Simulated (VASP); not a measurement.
C, 2 atoms in the cell. It takes space group Fd-3m (No. 227, cubic). The conventional cell has a = 3.567 Å, b = 3.567 Å, c = 3.567 Å, α = 90.00°, β = 90.00°, γ = 90.00°. C (site symmetry -43m) has 4 C at 1.54 Å as nearest neighbours. This isn't the form of C at room conditions, which is graphite.

| Property | Result |
| --- | --- |
| Program | VASP 6.6.1 |
| Task | single point |
| Functional | LDA |
| Potentials or basis | VASP PAW LDA potentials, release 54 (C) |
| Cutoff | 520 eV |
| k mesh | 13 × 13 × 13 |
| Occupations | gaussian, width 0.1 eV |
| Spin | no spin polarisation |
| Further INCAR settings | ALGO = Normal; EDIFF = 1e-06; NBANDS = 11 |

Potentials or basis: VASP PAW LDA potentials, release 54 (C).

The run is started by

```bash
$ cat potpaw_LDA.54/C/POTCAR > POTCAR
$ mpirun -np 1 vasp_std > vasp.out
```

Hardware: 1 thread of AMD EPYC 9R45 (Zen 5), with other jobs on the host.

Problem. Estimate the wall time of this run.

Solution. Run time: 5.7 s on 1 thread of AMD EPYC 9R45 (Zen 5), with other jobs on the host, peak memory 0.08 GiB. Counts: scf iterations 11, k points 84.
